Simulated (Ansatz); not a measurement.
# AlCu: band structure with LDA

AlCu:

```xyz
2
Lattice="2.9975 0.0000 0.0000 0.0000 2.9975 0.0000 0.0000 0.0000 2.9975" Properties=species:S:1:pos:R:3 pbc="T T T"
Cu    1.4988    1.4988    1.4988
Al    0.0000    0.0000    0.0000
```

The cell comes from a database or a generator and needn't be the stable form of this composition.

```json
{
  "Program": "Ansatz 0.2.0",
  "Task": "band structure",
  "Functional": "LDA",
  "Potentials or basis": "all-electron LAPW, scalar-relativistic",
  "Cutoff": "233 eV (chosen from the basis error)",
  "Basis error allowed": "0.001 eV/atom",
  "k mesh": "9 × 9 × 9",
  "Occupations": "fermi-dirac, width 0.05 eV",
  "Spin": "no spin polarisation"
}
```

```yaml
Pressure: -8.5 GPa
Band_gap_along_the_path: none (metal or under the smearing width)
```

Levels at the corners of the path, in eV from the Fermi level:
| point | band 11 | band 12 | band 13 | band 14 | band 15 | band 16 | band 17 | band 18 | band 19 |
| --- | --- | --- | --- | --- | --- | --- | --- | --- | --- |
| Γ | -4.81 | -3.80 | -3.80 | -3.80 | 3.87 | 3.87 | 3.87 | 6.51 | 6.51 |
| X | -4.55 | -4.24 | -4.24 | -3.75 | -3.05 | 7.39 | 8.10 | 8.10 | 8.52 |
| M | -4.13 | -4.13 | -3.58 | -3.58 | -3.41 | -0.80 | -0.06 | 10.06 | 12.95 |
| Γ | -4.81 | -3.80 | -3.80 | -3.80 | 3.87 | 3.87 | 3.87 | 6.51 | 6.51 |
| R | -5.35 | -3.39 | -3.39 | 0.86 | 0.86 | 0.86 | 1.77 | 2.33 | 2.33 |
| X | -4.55 | -4.24 | -4.24 | -3.75 | -3.05 | 7.39 | 8.10 | 8.10 | 8.52 |

Run time: 14 s on 1 thread of Arm Neoverse N1, with other jobs on the host, peak memory 0.27 GiB.
